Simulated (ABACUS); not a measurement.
Runs of ABACUS 3.10.1 on Ag. It takes space group Fm-3m (No. 225, cubic). The conventional cell has a = 4.085 Å, b = 4.085 Å, c = 4.085 Å, α = 90.00°, β = 90.00°, γ = 90.00°. Around Ag (site symmetry m-3m) lie 12 Ag at 2.89 Å. 

| task | level | potentials or basis | k mesh | cutoff (eV) | radial cutoff of the potentials (pseudo_rcut) | orbital files | SCF threshold on the density | eigensolver | symmetry key | mesh quality | gap on the mesh (eV) | pressure (GPa) |
| --- | --- | --- | --- | --- | --- | --- | --- | --- | --- | --- | --- | --- |
| single point | LDA | PseudoDojo NC SR 0.4.1 LDA standard, DZP LCAO (the cutoffs set its grid) | 10 × 10 × 10 | 1361 | 7 bohr | Ag Ag_confined-atom_7au_3s2p2d1f.orb | 1e-07 | genelpa | 1 | not flagged | none | -6.1 |
| single point | AM05 | Ansatz NC PBE, plane waves | 9 × 9 × 9 | 966 | 10 bohr | - | 1e-08 | dav | 1 | not flagged | none | (a) |
| single point | M06-L | SG15 ONCV 1.2 PBE, plane waves | 7 × 7 × 7 | 1293 | 10 bohr | - | 1e-08 | dav | 1 | coarse | none | 3.0 |
| single point | SOGGA | Ansatz NC PBE, plane waves | 9 × 9 × 9 | 966 | 10 bohr | - | 1e-08 | dav | 1 | not flagged | none | (b) |
| single point | WC | PseudoDojo NC SR 0.4 PBEsol stringent, plane waves | 9 × 9 × 9 | 1116 | 10 bohr | - | 1e-08 | dav | 1 | not flagged | none | -2.3 |

Alike in all rows: no spin polarisation; cell as given; smearing fermi-dirac 0.05 eV.

**Question.** Fill in the values left out.

**Answer.** (a) -2.7; (b) -4.3.

Caveats: some runs use coarse meshes; the potentials were made for another functional, which shifts forces and pressure (some runs); the atomic orbitals were generated for these runs and aren't a published set (some runs); the basis of atomic orbitals isn't converged, which shifts pressures, moduli and gaps (some runs).

A k mesh can miss the band edges, and the runs leave out spin-orbit coupling on Ag.

A gap of «none» marks a metal or a gap under the smearing width.
